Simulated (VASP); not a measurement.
# Cu (I4/mmm) in VASP: notebook, part 2 of 3

VASP 6.6.1. Earlier steps stand in the parts before.

### 3 Band structure, PW91 (volume scaled by 0.92)

Contents of run.py:

```python
from ase.calculators.vasp import Vasp
from ase.dft.bandgap import bandgap
from ase.io import read

atoms = read('POSCAR')
calc = Vasp(
    directory='calc',
    pp='PBE',
    setups='recommended',
    prec='Accurate',
    encut=520,
    ediff=1e-07,
    ismear=-1,
    sigma=0.1,
    lreal=False,
    lasph=True,
    nelm=80,
    algo='Normal',
    isif=2,
    lwave=False,
    lcharg=True,
    lmaxmix=4,
    gga='91',
    bmix=2.0,
    kpts=[4, 4, 4],
    gamma=True,
    nbands=12,
)
atoms.calc = calc

print('energy (eV):', atoms.get_potential_energy())
print('free energy (eV):', atoms.get_potential_energy(force_consistent=True))
efermi = calc.get_fermi_level()
print('Fermi level (eV):', efermi)
path = atoms.cell.bandpath(npoints=60, eps=1e-4)
print('path:', path.path)
calc.set(kpts=path.kpts, reciprocal=True, icharg=11, isym=0, lcharg=False)
calc.calculate(atoms)
print('gap on the path (eV):', bandgap(calc, efermi=efermi)[0])
print('direct gap on the path (eV):', bandgap(calc, efermi=efermi, direct=True)[0])
```

Contents of POSCAR:

```
Cu
1.0
   -1.4032446616      1.4032446616      1.3383614422
    1.4032446616     -1.4032446616      1.3383614422
    1.4032446616      1.4032446616     -1.3383614422
Cu
1
Direct
    0.0000000000      0.0000000000      0.0000000000
```

Potentials or basis: VASP PAW PBE potentials, release 64 (Cu).

Launch:

```sh
$ python run.py
```

The program printed:

```text
energy (eV): -3.38919082
free energy (eV): -3.40985813
Fermi level (eV): 9.21845856
path: GXMGZPNZ1M,XP
gap on the path (eV): 0.0
direct gap on the path (eV): 0.0
```

OUTCAR:

```text
ENCUT = 520.000000
   EDIFF = 1.00e-07
   GGA = 91
   PREC = Accurate
   ICHARG = 11
   ISIF = 2
   ISMEAR = -1
   ISYM = 0
   NELM = 80
   LASPH = .TRUE.
   LREAL = .FALSE.

 ion  position               nearest neighbor table
   1  0.000  0.000  0.000-

[... 766 lines left out ...]
  Total       21.5136468     18.1889455     18.5675946      2.9180647      0.3184454      2.8224545
  in kB     3269.8242549   2764.5083051   2822.0585709    443.5119109     48.4000046    428.9802849
  external PRESSURE =    2952.1303770 kB  Pullay stress =       0.0000000 kB

 VOLUME and BASIS-vectors are now :
 -----------------------------------------------------------------------------
  energy-cutoff  :      520.00
  volume of cell :       10.54
      direct lattice vectors                 reciprocal lattice vectors
    -1.403244662  1.403244662  1.338361442     0.000000000  0.356317051  0.373591157
     1.403244662 -1.403244662  1.338361442     0.356317051  0.000000000  0.373591157
     1.403244662  1.403244662 -1.338361442     0.356317051  0.356317051  0.000000000

 POSITION                                       TOTAL-FORCE (eV/Angst)
 -----------------------------------------------------------------------------------
      0.00000      0.00000      0.00000         0.000014      0.000005      0.000014
 -----------------------------------------------------------------------------------
    total drift:                                0.000014      0.000005      0.000014

  FREE ENERGIE OF THE ION-ELECTRON SYSTEM (eV)
  ---------------------------------------------------
  free  energy   TOTEN  =        -2.8148644085 eV

  energy  without entropy=       -2.8093776311  energy(sigma->0) =       -2.81212102
```

INCAR:

```text
BMIX = 2.000000
ENCUT = 520.000000
SIGMA = 0.100000
EDIFF = 1.00e-07
ALGO = Normal
GGA = 91
PREC = Accurate
ICHARG = 11
ISIF = 2
ISMEAR = -1
ISYM = 0
LMAXMIX = 4
NBANDS = 12
NELM = 80
LASPH = .TRUE.
LCHARG = .FALSE.
LWAVE = .FALSE.
LREAL = .FALSE.
```

It took 12 s on 1 thread of Intel Xeon 6975P-C (Granite Rapids), shared host; peak memory 0.11 GiB.

The run converged, but some of its settings lie outside the range that counts as converged (typed here: k = 4 × 4 × 4; BMIX = 2), so its numbers aren't taken as properties of the crystal.

What came out:

```
Band gap along the path : none (metal or under the smearing width)
```

Caveat: the k mesh is coarse (spacing up to 0.81 Å⁻¹), so the values aren't converged; the log is that of the step along the path at fixed density, whose energy, stress, charges and moments have no meaning; the PAW data sets were made with another functional, which shifts forces and pressure a little.

### 4 Equation of state, SCAN+D3

Contents of run.py:

```python
from ase.calculators.vasp import Vasp
from ase.eos import EquationOfState
from ase.io import Trajectory
from ase.io import read
from ase.units import GPa

atoms = read('Cu.cif')
calc = Vasp(
    directory='calc',
    xc='scan',
    pp='PBE',
    setups='recommended',
    prec='Accurate',
    encut=520,
    ediff=1e-06,
    ismear=0,
    sigma=0.01,
    lreal=False,
    lasph=True,
    nelm=80,
    algo='Normal',
    isif=2,
    lwave=False,
    lcharg=False,
    lmixtau=True,
    ivdw=11,
    kpts=[13, 13, 13],
    gamma=True,
)
atoms.calc = calc
cell = atoms.cell.copy()
volumes, energies = [], []
traj = Trajectory('eos.traj', 'w')
for x in [0.94, 0.96, 0.98, 1.0, 1.02, 1.04, 1.06]:
    atoms.set_cell(cell * x ** (1 / 3), scale_atoms=True)
    volumes.append(atoms.get_volume())
    energies.append(atoms.get_potential_energy())
    traj.write(atoms)
    print(f'{x:5.2f} {volumes[-1]:12.5f} {energies[-1]:14.6f}')

v0, e0, B = EquationOfState(volumes, energies, eos='birchmurnaghan').fit()
print(f'V0 = {v0:.4f} A^3, E0 = {e0:.6f} eV, B = {B / GPa:.2f} GPa')
```

Contents of Cu.cif:

```cif
data_Cu
_cell_length_a 2.46107807
_cell_length_b 2.46107807
_cell_length_c 2.46107807
_cell_angle_alpha 108.21809554
_cell_angle_beta 108.21809554
_cell_angle_gamma 112.00763489
_space_group_name_H-M_alt 'P1'
_space_group_name_Hall 'P 1'
_space_group_IT_number 1
loop_
_space_group_symop_operation_xyz
'x,y,z'
loop_
_atom_site_label
_atom_site_type_symbol
_atom_site_symmetry_multiplicity
_atom_site_Wyckoff_symbol
_atom_site_fract_x
_atom_site_fract_y
_atom_site_fract_z
_atom_site_occupancy
Cu1 Cu 1 a 0.0000000000 0.0000000000 0.0000000000 1
```

Potentials or basis: VASP PAW PBE potentials, release 64 (Cu).

Launch:

```sh
$ python run.py
```

The program printed:

```text
0.94     10.77061     -15.260164
 0.96     10.99977     -15.268627
 0.98     11.22893     -15.272747
 1.00     11.45809     -15.272571
 1.02     11.68726     -15.267498
 1.04     11.91642     -15.257526
 1.06     12.14558     -15.243674
V0 = 11.3229 A^3, E0 = -15.273215 eV, B = 158.34 GPa
```

OUTCAR:

```text
ENCUT = 520.000000
   EDIFF = 1.00e-06
   METAGGA = SCAN
   PREC = Accurate
   ISIF = 2
   ISMEAR = 0
   NELM = 80
   IVDW = 11
   LASPH = .TRUE.
   LREAL = .FALSE.
 IVDW          = 11

 ion  position               nearest neighbor table
   1  0.000  0.000  0.000-

  LATTYP: Found a body centered tetragonal cell.
 ALAT       =     2.9421811338
 C/A-ratio  =     0.9537620052
[... 707 lines left out ...]
  Total      -0.88586    -0.89997    -0.87408    -0.01746     0.00000     0.00000
  in kB    -116.85718  -118.71853  -115.30427    -2.30261     0.00000     0.00000
  external pressure =     -116.96 kB  Pullay stress =        0.00 kB

 VOLUME and BASIS-vectors are now :
 -----------------------------------------------------------------------------
  energy-cutoff  :      520.00
  volume of cell :       12.15
      direct lattice vectors                 reciprocal lattice vectors
     2.509346757  0.000000000  0.000000000     0.398510089  0.161070302  0.240334211
    -0.940327864  2.326500517  0.000000000     0.000000000  0.429830122  0.240334211
    -0.784509447 -1.163250259  2.080436231     0.000000000  0.000000000  0.480668422

 POSITION                                       TOTAL-FORCE (eV/Angst)
 -----------------------------------------------------------------------------------
      0.00000      0.00000      0.00000         0.000000     -0.000000      0.000000
 -----------------------------------------------------------------------------------
    total drift:                               -0.000000      0.000000      0.000000

  FREE ENERGIE OF THE ION-ELECTRON SYSTEM (eV)
  ---------------------------------------------------
  free  energy   TOTEN  =       -15.2437023826 eV

  energy  without entropy=      -15.2436451863  energy(sigma->0) =      -15.24367378
```

INCAR:

```text
ENCUT = 520.000000
SIGMA = 0.010000
EDIFF = 1.00e-06
ALGO = Normal
METAGGA = SCAN
PREC = Accurate
ISIF = 2
ISMEAR = 0
NELM = 80
IVDW = 11
LASPH = .TRUE.
LCHARG = .FALSE.
LWAVE = .FALSE.
LMIXTAU = .TRUE.
LREAL = .FALSE.
```

Wall time 6.5 min (1 thread of Intel Xeon 6975P-C (Granite Rapids), shared host); peak memory 0.14 GiB.

Results:

* Equilibrium volume: 11.32 Å³/atom (rough: see the caveat)
* Bulk modulus at fixed shape and positions: 158 GPa (rough)

Energy against volume, from the lowest point:
```tsv
volume (Å³/atom)	energy (meV/atom)
10.771	12.58
11.000	4.12
11.229	0.00
11.458	0.18
11.687	5.25
11.916	15.22
12.146	29.07
```

Caveat: the fit is doubtful: noisy points or a state that changes with volume; the cell was scaled at fixed shape and fractional positions, which overstates the stiffness of a crystal with free parameters, most of all of layers and chains; the PAW data sets were made with another functional, which shifts forces and pressure a little.

### 5 Equation of state, r2SCAN, 10.77 Å³/atom (volume scaled by 0.94)

Contents of INCAR:

```
SYSTEM = Cu
PREC = Accurate
ENCUT = 520
EDIFF = 1E-7
ISMEAR = -1
SIGMA = 0.05
LREAL = .False.
LASPH = .True.
NELM = 100
ALGO = Normal
ISIF = 2
LWAVE = .False.
LCHARG = .False.
METAGGA = R2SCAN
LMIXTAU = .True.
```

Contents of KPOINTS:

```
regular mesh
0
Gamma
  13 13 13
  0 0 0
```

Contents of POSCAR:

```
Cu
1.0
   -1.4133402940      1.4133402940      1.3479902729
    1.4133402940     -1.4133402940      1.3479902729
    1.4133402940      1.4133402940     -1.3479902729
Cu
1
Direct
    0.0000000000      0.0000000000      0.0000000000
```

Launch:

```sh
$ cat potpaw_PBE.64/Cu/POTCAR > POTCAR
$ mpirun -np 1 vasp_std > vasp.out
```

Run time: 37 s. Hardware: 1 thread of Intel Xeon 6975P-C (Granite Rapids), shared host; peak memory 0.13 GiB.

Results (log left out):

```
Free energy            : -10.7682 eV
Pressure               : 12.8 GPa
Band gap on the k mesh : none (metal or under the smearing width)
```

Caveat: the PAW data sets were made with another functional, which shifts forces and pressure a little.

### 6 Equation of state, r2SCAN, 11.00 Å³/atom (volume scaled by 0.96)

Contents of INCAR:

```
PREC = Accurate ; ENCUT = 520
EDIFF = 1E-6 ; ISMEAR = -1
SIGMA = 0.05 ; LREAL = F
LASPH = T ; NELM = 80
ALGO = Normal ; ISIF = 2
LWAVE = F ; LCHARG = F
METAGGA = R2SCAN ; LMIXTAU = T
```

Contents of KPOINTS:

```
Automatic mesh
0
Gamma
  13 13 13
```

Contents of POSCAR:

```
Cu
1.0
   -1.4232937226      1.4232937226      1.3574834749
    1.4232937226     -1.4232937226      1.3574834749
    1.4232937226      1.4232937226     -1.3574834749
Cu
1
Direct
    0.0000000000      0.0000000000      0.0000000000
```

Potentials or basis: VASP PAW PBE potentials, release 64 (Cu).

Launch:

```sh
$ cat potpaw_PBE.64/Cu/POTCAR > POTCAR
$ mpirun -np 1 vasp_std > vasp.out
```

Run time: 33 s. Hardware: 1 thread of Intel Xeon 6975P-C (Granite Rapids), shared host; peak memory 0.13 GiB.

It converged, with:

| Item | Value |
| --- | --- |
| Free energy | -10.7835 eV |
| Pressure | 8.4 GPa |
| Band gap on the k mesh | none (metal or under the smearing width) |

Caveat: the PAW data sets were made with another functional, which shifts forces and pressure a little.

### 7 Equation of state, r2SCAN, 11.23 Å³/atom (volume scaled by 0.98)

Contents of INCAR:

```
SYSTEM = Cu
PREC = Accurate ; ENCUT = 520
EDIFF = 1E-6 ; ISMEAR = -1
SIGMA = 0.05 ; LREAL = .False.
LASPH = .True. ; NELM = 60
ALGO = Normal ; ISIF = 2
LWAVE = .False. ; LCHARG = .False.
METAGGA = R2SCAN ; LMIXTAU = .True.
```

Contents of KPOINTS:

```
regular mesh
0
Gamma
  13 13 13
  0 0 0
```

Contents of POSCAR:

```
Cu
1.0
   -1.4331098516      1.4331098516      1.3668457257
    1.4331098516     -1.4331098516      1.3668457257
    1.4331098516      1.4331098516     -1.3668457257
Cu
1
Direct
    0.0000000000      0.0000000000      0.0000000000
```

Launch:

```sh
$ cat potpaw_PBE.64/Cu/POTCAR > POTCAR
$ mpirun -np 1 vasp_std > vasp.out
```

It took 31 s on 1 thread of Intel Xeon 6975P-C (Granite Rapids), shared host; peak memory 0.14 GiB.

It converged, with:

```
Free energy            : -10.7928 eV
Pressure               : 4.8 GPa
Band gap on the k mesh : none (metal or under the smearing width)
```

Caveat: the PAW data sets were made with another functional, which shifts forces and pressure a little.

### 8 Equation of state, r2SCAN, 11.69 Å³/atom (volume scaled by 1.02)

Contents of INCAR:

```
SYSTEM = Cu
PREC = Accurate
ENCUT = 520
EDIFF = 1E-7
ISMEAR = -1
SIGMA = 0.05
LREAL = .False.
LASPH = .True.
NELM = 80
ALGO = Normal
ISIF = 2
LWAVE = .False.
LCHARG = .False.
METAGGA = R2SCAN
LMIXTAU = .True.
```

Contents of KPOINTS:

```
Automatic mesh
0
Gamma
  13 13 13
  0 0 0
```

Contents of POSCAR:

```
Cu
1.0
   -1.4523485211      1.4523485211      1.3851948378
    1.4523485211     -1.4523485211      1.3851948378
    1.4523485211      1.4523485211     -1.3851948378
Cu
1
Direct
    0.0000000000      0.0000000000      0.0000000000
```

Launch:

```sh
$ cat potpaw_PBE.64/Cu/POTCAR > POTCAR
$ mpirun -np 1 vasp_std > vasp.out
```

It took 38 s on 1 thread of Intel Xeon 6975P-C (Granite Rapids), shared host; peak memory 0.13 GiB.

It converged, with:

- Free energy: -10.7963 eV
- Pressure: -2.0 GPa
- Band gap on the k mesh: none (metal or under the smearing width)

Caveat: the PAW data sets were made with another functional, which shifts forces and pressure a little.

### 9 Equation of state, r2SCAN, 11.92 Å³/atom (volume scaled by 1.04)

Contents of INCAR:

```
PREC     = Accurate       # precision mode
ENCUT    = 520            # plane-wave cutoff, eV
EDIFF    = 1E-6           # SCF threshold, eV
ISMEAR   = -1             # smearing method
SIGMA    = 0.05           # smearing width, eV
LREAL    = False          # projectors in reciprocal space
LASPH    = True           # aspherical terms in the spheres
NELM     = 80             # most SCF steps
ALGO     = Normal         # electronic algorithm
ISIF     = 2              # what is computed and relaxed
LWAVE    = False          # write WAVECAR
LCHARG   = False          # write CHGCAR
METAGGA  = R2SCAN         # meta-GGA
LMIXTAU  = True
```

Contents of KPOINTS:

```
Automatic mesh
0
Gamma
  13 13 13
```

Contents of POSCAR:

```
Cu
1.0
   -1.4617796199      1.4617796199      1.3941898615
    1.4617796199     -1.4617796199      1.3941898615
    1.4617796199      1.4617796199     -1.3941898615
Cu
1
Direct
    0.0000000000      0.0000000000      0.0000000000
```

Potentials or basis: VASP PAW PBE potentials, release 64 (Cu).

Launch:

```sh
$ cat potpaw_PBE.64/Cu/POTCAR > POTCAR
$ mpirun -np 1 vasp_std > vasp.out
```

Wall time 41 s (1 thread of Intel Xeon 6975P-C (Granite Rapids), shared host); peak memory 0.14 GiB.

It converged, with:

```yaml
Free_energy: -10.7919 eV
Pressure: -4.8 GPa
Band_gap_on_the_k_mesh: none (metal or under the smearing width)
```

Caveat: the PAW data sets were made with another functional, which shifts forces and pressure a little.

### 10 Equation of state, r2SCAN, 12.15 Å³/atom (volume scaled by 1.06)

Contents of INCAR:

```
SYSTEM = Cu
  PREC = Accurate
  ENCUT = 520
  EDIFF = 1E-6
  ISMEAR = -1
  SIGMA = 0.05
  LREAL = .FALSE.
  LASPH = .TRUE.
  NELM = 100
  ALGO = Normal
  ISIF = 2
  LWAVE = .FALSE.
  LCHARG = .FALSE.
  METAGGA = R2SCAN
  LMIXTAU = .TRUE.
```

Contents of KPOINTS:

```
regular mesh
0
G
  13 13 13
  0 0 0
```

Contents of POSCAR:

```
Cu
1.0
   -1.4710905692      1.4710905692      1.4030702911
    1.4710905692     -1.4710905692      1.4030702911
    1.4710905692      1.4710905692     -1.4030702911
Cu
1
Direct
    0.0000000000      0.0000000000      0.0000000000
```

Launch:

```sh
$ cat potpaw_PBE.64/Cu/POTCAR > POTCAR
$ mpirun -np 1 vasp_std > vasp.out
```

It took 41 s on 1 thread of Intel Xeon 6975P-C (Granite Rapids), shared host; peak memory 0.14 GiB.

It converged, with:

| Quantity | Value |
| --- | --- |
| Free energy | -10.7835 eV |
| Pressure | -7.2 GPa |
| Band gap on the k mesh | none (metal or under the smearing width) |

Caveat: the PAW data sets were made with another functional, which shifts forces and pressure a little.

[end of part 2 of 3]
